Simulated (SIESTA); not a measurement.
A run of SIESTA 5.4.2 is set up as follows.

Contents of run.py:

```python
from ase import Atoms
from ase.calculators.siesta import Siesta
from ase.units import Ry, GPa

atoms = Atoms(
    ['Zn', 'Zn', 'Zn', 'Zn', 'S', 'S', 'S', 'S'],
    cell=[
        [3.8227, 0.0, 0.0],
        [-1.91135, 3.310555311, 0.0],
        [0.0, 0.0, 12.52],
    ],
    scaled_positions=[
        [0.6666666667, 0.3333333333, 0.75],
        [0.3333333333, 0.6666666667, 0.25],
        [0.0, 0.0, 0.5],
        [0.0, 0.0, 0.0],
        [0.6666666667, 0.3333333333, 0.9375],
        [0.3333333333, 0.6666666667, 0.4375],
        [0.0, 0.0, 0.6875],
        [0.0, 0.0, 0.1875],
    ],
    pbc=True,
)

fdf = {
    'SCFMustConverge': False,
    'OccupationFunction': 'FD',
    'ElectronicTemperature': '0.05 eV',
    'MaxSCFIterations': '120',
    'SCF.Mixer.Method': 'Pulay',
    'SCF.Mixer.Weight': '0.25',
    'SCF.Mixer.History': '8',
    'SCF.DM.Tolerance': '5.0e-05',
    'SCF.H.Tolerance': '1.0e-03 eV',
    'WriteForces': 'true',
    'Charge.Mulliken': 'end',
    'Charge.Hirshfeld': 'end',
    'Charge.Voronoi': 'end',
    'SaveRho': 'true',
    'SaveElectrostaticPotential': 'true',
    'BandLinesScale': 'ReciprocalLatticeVectors',
    'BandLines': ['  1    0.000000   0.000000   0.000000  \\Gamma', ' 13    0.500000   0.000000   0.000000  M', '  7    0.333333   0.333333   0.000000  K', ' 15    0.000000   0.000000   0.000000  \\Gamma', '  3    0.000000   0.000000   0.500000  A', ' 13    0.500000   0.000000   0.500000  L', '  7    0.333333   0.333333   0.500000  H', ' 15    0.000000   0.000000   0.500000  A', '  1    0.500000   0.000000   0.500000  L', '  3    0.500000   0.000000   0.000000  M', '  1    0.333333   0.333333   0.000000  K', '  3    0.333333   0.333333   0.500000  H'],
}
calc = Siesta(
    label="ZnS",
    command="siesta < PREFIX.fdf > PREFIX.out",
    pseudo_path="pseudos",
    pseudo_qualifier="",
    xc=('GGA', 'PBE'),
    basis_set="DZP",
    mesh_cutoff=800 * Ry,
    energy_shift=0.01 * Ry,
    kpts=[8, 8, 3],
    spin="non-polarized",
    fdf_arguments=fdf,
)
atoms.calc = calc

print(f"energy = {atoms.get_potential_energy():.6f} eV")
free = atoms.get_potential_energy(force_consistent=True)
print(f"free energy = {free:.6f} eV")
print("forces (eV/A):")
print(atoms.get_forces(apply_constraint=False).round(6))
print("stress (GPa, Voigt order, tension positive):", (atoms.get_stress() / GPa).round(4))
```

Potentials or basis: PseudoDojo 0.4 standard (PBE files), DZP (energy shift 0.01 Ry).

The run is started by

```sh
$ python run.py
```

(1) Predict the band gap on the k mesh.

(2) Estimate the Hirshfeld charges.

Answers

(1) 2.51 eV, direct.

(2) Zn +0.62; S -0.62 e.

Caveat: semicore shells carry a single zeta, which can move pressures by several GPa and volumes by a few percent; the valence orbitals were made in a potential fitted to the semicore shell under them, which widens gaps by tenths of an eV or more; the basis of atomic orbitals isn't converged, which shifts pressures, moduli and gaps.

**Measured values to compare with.**

From a printed reference work, monograph, for a bulk crystal of ZnS at 4 K: band gap 3.911 eV (direct).

Against the measured gap of ZnS, 3.911 eV (direct; 4 K; a printed reference work, monograph), the calculated 2.51 eV is off by -1.40 eV. The value is that of PBE in an atomic basis (PseudoDojo 0.4 standard (PBE files), DZP (energy shift 0.01 Ry)), whose error adds to the functional's,, without temperature or zero-point motion. Semilocal functionals fall short of measured gaps as a rule.
